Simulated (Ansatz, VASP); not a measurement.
**Two plane-wave programs on NaF**

```xyz
2
Lattice="0.0000 1.9525 1.9525 1.9525 0.0000 1.9525 1.9525 1.9525 0.0000" Properties=species:S:1:pos:R:3 pbc="T T T"
Na    0.0000    0.0000    0.0000
F     1.9525    1.9525    1.9525
```

Alike in both runs: functional PBE; k mesh 10 × 10 × 10; occupations gaussian, width 0.02 eV; no spin polarisation.

Ansatz relaxed the structure, and its values are those at the end. VASP's run is a single point on that final structure, the one shown.

|  | VASP | Ansatz |
| --- | --- | --- |
| version | VASP 6.6.1 | Ansatz 0.2.0 |
| potentials or method | VASP PAW PBE potentials, release 64 (Na_pv, F) | scalar-relativistic, plane waves, PAW |
| plane-wave cutoff (eV) | 520 | 420 |
| valence electrons in the cell | 14 | 16 |

VASP gave:

```
gap on the k mesh at the Fermi level (eV) : 10.21
least direct gap on the mesh (eV)         : 10.21
```

**Question.** Estimate Ansatz's values.

**Answer.** gap on the k mesh at the Fermi level (eV): 10.24; least direct gap on the mesh (eV): 10.24.

The two sets of potentials don't hold the same shells in valence.

 As with any semilocal functional, this PBE gap is likely too small. A k mesh can miss the band edges.
